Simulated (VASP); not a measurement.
Re: single point with PBEsol

Re:

```
Re
1.0
     0.00000    1.94033    1.94033
     1.94033    0.00000    1.94033
     1.94033    1.94033    0.00000
Re
1
Direct
  0.00000 0.00000 0.00000
```

This isn't the form of Re at room conditions, which is hcp.

```
Program             : VASP 6.6.1
Task                : single point
Functional          : PBEsol
Potentials or basis : VASP PAW PBE potentials, release 64 (Re)
Cutoff              : 520 eV
k mesh              : 18 × 18 × 18
Occupations         : gaussian, width 0.1 eV
Spin                : no spin polarisation
```

```json
{
  "Pressure": "-0.1 GPa",
  "Band gap on the k mesh": "none (metal or under the smearing width)"
}
```

Levels at points of the mesh, in eV from the Fermi level:
```csv
k point,band 2,band 3,band 4,band 5,band 6,band 7
"(0.00, 0.00, 0.00)",-1.93,-1.93,-1.93,1.29,1.29,13.97
"(0.50, 0.00, 0.00)",-2.15,-2.15,0.24,3.89,3.89,10.07
"(0.50, 0.50, 0.00)",-6.02,2.85,3.83,4.65,4.65,12.35
```

It took 9.6 s on 1 thread of Intel(R) Xeon(R) 6975P-C (Granite Rapids), with other jobs on the host, peak memory 0.15 GiB.

Caveat: the PAW data sets were made with another functional, which shifts forces and pressure a little. Spin-orbit coupling is left out, which matters for the levels of Re.
